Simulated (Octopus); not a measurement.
## ZnS under changes of volume

One of the cells (19.727 Å³/atom); the others are scaled copies at fixed shape and fractional positions:

```
Zn S
1.0
     0.00000    2.70200    2.70200
     2.70200    0.00000    2.70200
     2.70200    2.70200    0.00000
Zn S
1 1
Direct
  0.75000 0.75000 0.75000
  0.00000 0.00000 0.00000
```

- Program: Octopus 16.4
- Functional: PBE
- Potentials or basis: pseudodojo_pbe (PseudoDojo 0.5, PBE)
- Grid spacing: 0.132 Å
- k mesh: 9 × 9 × 9
- Occupations: fermi-dirac, width 0.05 eV
- Spin: no spin polarisation

```csv
volume (Å³/atom),energy over the lowest point (meV/atom),gap on the mesh (eV)
18.543,36.60,2.39
18.938,?,?
19.332,10.60,2.20
19.727,3.74,2.11
20.121,0.44,2.03
20.516,0.00,1.95
20.910,3.24,1.87
```

Task: What does the run at 18.938 Å³/atom give?

Result: Energy over the lowest point 21.41 meV/atom; gap on the mesh 2.29 eV.

Worked out: A Birch-Murnaghan fit of order 3 (a polynomial in V^(-2/3)) to the other rows has its minimum at 20.33 Å³/atom with B0 = V·E''(V) = 66 GPa and B' = 3.0. It gives 21.52 meV/atom at 18.938 Å³/atom, against the run's 21.41. A straight line through the other rows of the gap, of slope -4.31 eV per unit of ln V (its deformation potential), gives 2.29 eV, against the run's 2.29.

Energies are extrapolated to zero smearing.
